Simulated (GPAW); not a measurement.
# BN (R3m) in GPAW: notebook

One crystal, BN, is run at these levels: PBE; tasks: single point.

Everything below comes from runs of GPAW 26.7.0. Logs are shortened: lines on timing, memory, paths and dates and some standing lists are left out, and cuts for length are marked. The log counts tension as positive stress, the text compression.

## (1) The structure

The structure is trigonal, space group R3m (No. 160). Conventional cell: a = 2.502 Å, b = 2.502 Å, c = 10.119 Å, α = 90.00°, β = 90.00°, γ = 120.00°. N (site symmetry 3m) is surrounded by 3 B at 1.44 Å. B (site symmetry 3m) has 3 N at 1.44 Å as nearest neighbours.

The cell is a database's computed one.

## (2) Single point, PBE

run.py

```python
from ase.dft.bandgap import bandgap
from ase.io import read, write
from ase.units import Bohr, GPa
from gpaw import GPAW, PW
from gpaw.elf import elf_from_dft_calculation

atoms = read('POSCAR')

calc = GPAW(mode=PW(800),
            xc='PBE',
            kpts={'size': (12, 12, 12), 'gamma': True},
            occupations={'name': 'methfessel-paxton', 'order': 0, 'width': 0.028000000000000004},
            nbands=11,
            convergence={'density': 1e-05, 'energy': 1e-05},
            maxiter=150,
            txt='gpaw.txt')
atoms.calc = calc
energy = atoms.get_potential_energy()
forces = atoms.get_forces()
stress = atoms.get_stress()
calc.write('gs.gpw')
write('result.traj', atoms)
print(f'Energy: {energy:.6f} eV')
print('Forces (eV/A):')
print(forces.round(4))
print('Stress (GPa):', (stress / GPa).round(3))
print('Fermi level:', round(calc.get_fermi_level(), 4), 'eV')
print(f'Gap: {bandgap(calc)[0]:.4f} eV, direct: {bandgap(calc, direct=True)[0]:.4f} eV')

# fields on the real-space grid
write('density.cube', atoms, data=calc.get_pseudo_density() * Bohr**3)
write('potential.cube', atoms, data=calc.get_electrostatic_potential())
write('elf.cube', atoms, data=elf_from_dft_calculation(calc).data)
```

POSCAR

```
BN
1.0
    1.2511217832      0.7223354983      3.3729344033
   -1.2511217832      0.7223354983      3.3729344033
    0.0000000000     -1.4446709966      3.3729344033
N B
1 1
Direct
    0.6672382000      0.6672382000      0.6672382000
    0.0003288000      0.0003288000      0.0003288000
```

Potentials or basis: GPAW PAW data sets (gpaw-data 1.2.1), pw.

Launch:

```bash
$ OMP_NUM_THREADS=1 python run.py
```

gpaw.txt:

```text
__  _  _
 | _ |_)|_||  |
 |__||  | ||/\| - 26.7.0

Input parameters:
  mode=PW(ecut=800.0),
  convergence={'density': 1e-05, 'energy': 1e-05},
  kpts=MonkhorstPack(size=(12, 12, 12), gamma=True),
  maxiter=150,
  nbands=11,
  occupations=Occupations(name='methfessel-paxton', order=0, width=0.028000000000000004),
  xc=XC(name='PBE')

Diagonalizing LCAO Hamiltonian
Converting LCAO to pw mode

       N

       B

Atoms  # Å, Bohr magnetons
|   | symbol |         x |         y |        z |    initial magnetic moments |
|---|--------|-----------|-----------|----------|-----------------------------|
| 0 |      N |  0.000000 |  0.000000 | 6.751652 | ( 0.0000,  0.0000,  0.0000) |
| 1 |      B | -0.000000 | -0.000000 | 0.003327 | ( 0.0000,  0.0000,  0.0000) |

Unit cell  # Å
| periodic |         x |         y |        z |  lengths |    angles |
|----------|-----------|-----------|----------|----------|-----------|
|      yes |  1.251122 |  0.722335 | 3.372934 | 3.669300 | 39.871987 |
|      yes | -1.251122 |  0.722335 | 3.372934 | 3.669300 | 39.871987 |
|      yes |  0.000000 | -1.444671 | 3.372934 | 3.669300 | 39.871987 |

Number of symmetries: 6
Symmetry operations  # r_c * U_cc + t_c -> r_c
|   | kind |            matrix            |
|---|------|------------------------------|
| 0 |  E   |  1, 0, 0,  0, 1, 0,  0, 0, 1 |
| 1 |  σ   |  1, 0, 0,  0, 0, 1,  0, 1, 0 |
| 2 |  σ   |  0, 1, 0,  1, 0, 0,  0, 0, 1 |
| 3 |  C3  |  0, 1, 0,  0, 0, 1,  1, 0, 0 |
| 4 |  C3  |  0, 0, 1,  1, 0, 0,  0, 1, 0 |
| 5 |  σ   |  0, 0, 1,  0, 1, 0,  1, 0, 0 |

BZ-sampling:
  Number of BZ points: 1728
  Number of IBZ points: 189

  Monkhorst-Pack size: [12, 12, 12]
  Monkhorst-Pack shift: [0.041666666666666664, 0.041666666666666664, 0.041666666666666664]

K-points  # in reciprocal-cell coordinates
|     |                                coordinates |     weight |
|-----|--------------------------------------------|------------|
|   0 | ( -0.00000000,  -0.00000000,  -0.00000000) | 0.00057870 |
|   1 | (  0.08333333,  -0.00000000,  -0.08333333) | 0.00347222 |
|   2 | (  0.08333333,  -0.00000000,  -0.00000000) | 0.00347222 |
|   3 | (  0.08333333,   0.08333333,  -0.08333333) | 0.00347222 |
|   4 | (  0.08333333,   0.08333333,  -0.00000000) | 0.00347222 |
|   5 | (  0.08333333,   0.08333333,   0.08333333) | 0.00115741 |
|   6 | (  0.16666667,  -0.08333333,  -0.08333333) | 0.00347222 |
|   7 | (  0.16666667,  -0.00000000,  -0.16666667) | 0.00347222 |
|   8 | (  0.16666667,  -0.00000000,  -0.08333333) | 0.00694444 |
|   9 | (  0.16666667,  -0.00000000,  -0.00000000) | 0.00347222 |
| ... |                                            |            |
| 188 | (  0.50000000,   0.50000000,   0.50000000) | 0.00057870 |

Plane wave coefficients: 954
Cutoff: 800.0 eV

Spin-components: 1 (collinear spins)
Bands:           11
Projectors:      10
Spin-degeneracy: 2
Datatype:        complex128

Parallelization:
  kpt:    1
  domain: 1
  band:   1

Density:
  Valence electrons: 8.0
  Components: 1
  Grid points: [24 24 24]
  Charge: 0.0  # |e|

Potential:
  Grid points: [24 24 24]

species:
  N:
    name:    Nitrogen
    Z:       7.0
    valence: 5
    core:    2
    charge:  0.0  # [|e|]
    compensation charges:
      type: gauss
      rc: 0.18  # [Å]
      lmax: 2
    cutoffs:
      filter: 1.11  # [Å]
      core: 0.96  # [Å]
    projectors
    | kind |    occ | energy [eV] | rcut [Å] |
    |------|--------|-------------|----------|
    |   2s |  2.000 |     -18.583 |    0.603 |
    |   2p |  3.000 |      -7.089 |    0.529 |
    |    s |        |       8.629 |    0.603 |
    |    p |        |      20.123 |    0.529 |
    |    d |        |       0.000 |    0.577 |

    Using partial waves for N as LCAO basis

  B:
    name:    Boron
    Z:       5.0
    valence: 3
    core:    2
    charge:  0.0  # [|e|]
    compensation charges:
      type: gauss
      rc: 0.20  # [Å]
      lmax: 2
    cutoffs:
      filter: 1.14  # [Å]
      core: 1.38  # [Å]
    projectors
    | kind |    occ | energy [eV] | rcut [Å] |
    |------|--------|-------------|----------|
    |   2s |  2.000 |      -9.443 |    0.635 |
    |   2p |  1.000 |      -3.606 |    0.635 |
    |    s |        |      17.768 |    0.635 |
    |    p |        |      23.605 |    0.635 |
    |    d |        |       0.000 |    0.635 |

    Using partial waves for B as LCAO basis

Reference energy: -2151.211071  # eV

eigensolver:
  PPCG
  Converge bands: occupied
  niter=2

density mixing:
  MSR1-Mixer
  Pratt-step length: 0.05
  Maximum mixing coefficient: 0.75
  Old densities: 10
  SVD Regularization: 0.005
  Good broyden scale: 1.0
  Trust region scale: 1.0
  Backstep threshold: 4.0
  History deletion threshold: 6.0
  Fourier metric: weight=20.0, sigma=0.015

occupation numbers:
  Methfessel-Paxton:
    width: 0.0280  # eV
    order: 0

poisson solver:
  ecut: 6400.0  # eV

xc functional:
  name: PBE with 2 nearest neighbor stencil

convergence criteria:
[... 6 lines left out ...]
|iter     | |      energy | eigst |  dens |
|---------|-|-------------|-------|-------|
|iter:   1| |  -19.204246 | +0.47 |       |
|iter:   2| |  -18.881226 | -1.38 | -0.64 |
|iter:   3| |  -17.651663 | -1.02 | -0.69 |
|iter:   4| |  -17.630377 | -2.44 | -1.33 |
|iter:   5| |  -17.629858 | -3.17 | -1.71 |
|iter:   6| |  -17.630064 | -4.51 | -2.30 |
|iter:   7| |  -17.630066 | -6.18 | -3.46 |
|iter:   8| |  -17.630067c| -7.64c| -3.98 |
|iter:   9| |  -17.630067c| -8.45c| -5.16c|

Converged in 9 steps
Energy contributions relative to reference atoms: (reference = -2151.211071)

Energy contributions:
  Kinetic:          17.987637
  Coulomb:         -18.149746
  Zero:              0.099105
  External:          0.000000
  Xc:              -17.567063
  Entropy:           0.000000
  Spinorbit:         0.000000
  ----------------------------
  Free energy:     -17.630067
  Extrapolated:    -17.630067

dipole moment: (0.000000, -0.000000, -13.655119)  # |e|*Ang

Fermi level: 4.706
Eigenvalues  # (at kpt = [-0.000, -0.000, -0.000])
| band index |      eig [eV] | occ [0-2] |
|------------|---------------|-----------|
|          0 |       -13.909 |     2.000 |
|          1 |        -0.318 |     2.000 |
|          2 |         2.572 |     2.000 |
|          3 |         2.572 |     2.000 |
|          4 |         9.044 |     0.000 |
|          5 |        15.559 |     0.000 |
|          6 |        15.560 |     0.000 |
|          7 |        17.005 |     0.000 |
|          8 |        18.614 |     0.000 |
|          9 |        29.790 |     0.000 |
|         10 |        31.791 |     0.000 |

Gap: 4.285 eV
Transition (v -> c):
  (s=0, k=50, n=3, [0.33, -0.00, -0.33]) -> (s=0, k=182, n=4, [0.50, 0.50, -0.00])
Direct/indirect transitions are different
Direct gap: 4.699 eV
Transition at: (s=0, k=50, n=3, [0.33, -0.00, -0.33])

Forces  # eV/Ang
|       x |        y |        z |
|---------|----------|----------|
| 0.00000 |  0.00000 | -0.00341 |  # N    0
| 0.00000 | -0.00000 |  0.00315 |  # B    1

Stress tensor  # eV/Ang^3
|         x |         y |         z |
|-----------|-----------|-----------|
| -0.021951 |  0.000000 | -0.000000 |
| -0.000000 | -0.021951 | -0.000000 |
| -0.000000 | -0.000000 | -0.009087 |

# Writing to gs.gpw (mode='')
```

Run time: 42 s. Hardware: 1 thread of Arm Neoverse V2, shared host; peak memory 0.21 GiB.

Results:

- Free energy: -17.6301 eV
- Pressure: 2.8 GPa
- Largest force: 0.003 eV/Å
- Band gap on the k mesh: 4.29 eV, indirect (least direct gap 4.70 eV)

Forces in eV/Å, atoms in the order of the input:
```
N    0.000  0.000 -0.003
B    0.000  0.000  0.003
```

Caveat: the program warned that so skewed a cell can give wrong results.

(Part 1 of 2 ends here.)
